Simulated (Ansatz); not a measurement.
**WC (P-6m2): spin response to a magnetic field from a Python script**

Aim: the spin response to a magnetic field, for WC (P-6m2), run from a script.

All numbers are computed with Ansatz 0.2.0 through its Python package. Level of theory: DFT PBE, plane waves, PAW.

## Step 1: The system

It takes space group P-6m2 (No. 187, hexagonal). Conventional cell: a = 2.907 Å, b = 2.907 Å, c = 2.837 Å, α = 90.00°, β = 90.00°, γ = 120.00°. Around W (site symmetry -6m2) lie 6 C at 2.20 Å. C (site symmetry -6m2) is surrounded by 6 W at 2.20 Å.

No structure file is read: the coordinates are typed or built in the script.

## Step 2: The script

The input, zeeman_wc.py:

```python
# -*- coding: utf-8 -*-
'''Response of the spins of WC to a Zeeman field.'''

import ansatz as az
import numpy as np
import pandas as pd

KMESH = (9, 9, 8)
OCCUPATIONS = 'Marzari-Vanderbilt'

structure = (
    az.Lattice.of([2.9065, 0.0, 0.0], [-1.45325, 2.517103, 0.0], [0.0, 0.0, 2.8366])
    .atom('W', [0.0, 0.0, 0.0])
    .atom('C', [2 / 3, 1 / 3, 0.5])
)

job = (
    structure.calculation()
    .functional(az.Functional.PBE)
    .pseudopotentials('paw')
    .kpoints(*KMESH, center='gamma')  # sampling of the Brillouin zone
    .occupations(OCCUPATIONS)
    .spin('collinear')  # two spin channels
)
# the field acts on the spins alone; such large fields lift the response over the noise
rows = []
for tesla in [0, 250, 500]:
    summary = (job.magnetic_field(tesla) if tesla else job).run(threads=1).report
    rows.append((tesla, summary['magnetization_mub'], summary['free_energy_ev'], summary['components'].get('e_zeeman', 0.0)))
print(pd.DataFrame(rows, columns=['B (T)', 'moment muB', 'F eV', 'Zeeman term eV']).round(4).to_string(index=False))
slope = np.polyfit([row[0] for row in rows], [row[1] for row in rows], 1)[0]
print(f'dM/dB = {1000 * slope:.4f} muB per 1000 T per cell')
```

## Step 3: What the engine is handed

The engine receives this input (first run):

```yaml
crystal:
  lattice:
    - [2.9065, 0.0, 0.0]
    - [-1.45325, 2.517103, 0.0]
    - [0.0, 0.0, 2.8366]
  atoms:
    - { symbol: W, position: [0.0, 0.0, 0.0] }
    - { symbol: C, position: [0.6666666666666666, 0.3333333333333333, 0.5] }
kpoints:
  mp_grid:
    grid: [9, 9, 8]
    shift: [0.0, 0.0, 0.0]
hamiltonian:
  xc: pbe
  pseudopotentials:
    kind: paw
magnetization:
  spin_polarized: true
scf:
  occupations:
    method: cold
```

## Step 4: Running it

On the command line:

```
$ python zeeman_wc.py
```

The log of the run:

```text
DeckWarning: basis.ecutwfc = 420 eV, auto-derived from the records' recommended cutoffs: set by W (normal level)
RunWarning: this spin-polarised run has no starting moment large enough to seed its density, so its SCF can try parallel moments of its own, which can die out, and starts no order whose moments cancel. Behind that start scf.lower_state_search: light tries no [...]
 B (T)  moment muB        F eV  Zeeman term eV
     0      0.0000 -10636.0534          0.0000
   250      0.0086 -10636.0535         -0.0001
   500      0.0171 -10636.0536         -0.0005
dM/dB = 0.0342 muB per 1000 T per cell
```

(Warnings from the package without file and line, shortened.)

It took 15 s on 1 thread of Arm Neoverse V1, shared host; peak memory 0.4 GiB.

## Step 5: Inputs of later runs

The engine's inputs for the other runs:

Run 2, against run 1:

```diff
@@ -18,0 +19 @@
+  magnetic_field: 250.0
```

Run 3, against run 1:

```diff
@@ -18,0 +19 @@
+  magnetic_field: 500.0
```

Lines on the test bed's own set-up are left out of the output.

A comment line of the script is reworded here; the code is as run.

## Step 6: What each run gave

From the records of these 3 runs:

| run | field (T) | energy from run 3 (meV/atom) | moment (μB/cell) | SCF cycles | CPU time (s) |
| --- | --- | --- | --- | --- | --- |
| 1 | 0.0 | 0.12 | 0.00 | 9 | 2.9 |
| 2 | 250.0 | 0.09 | 0.01 | 16 | 5.8 |
| 3 | 500.0 | 0.00 | 0.02 | 15 | 5.4 |

## Step 7: What came out

```
       quantity                          value
          dM/dB  0.0342 μB per 1000 T per cell
  runs compared                              3
range of energy                  0.12 meV/atom
```

All 3 runs converged (9 to 16 cycles). Notes:
- The mesh is modest for a metal, so energies can be off by several to tens of meV an atom and pressures by half a GPa or more; differences at equal mesh fare better.
- Spin-orbit coupling, which matters for elements this heavy, is left out.
- Orbital magnetism is left out. The response of a metal hangs strongly on mesh and smearing, and a straight-line fit holds only where the moment is linear in the field.
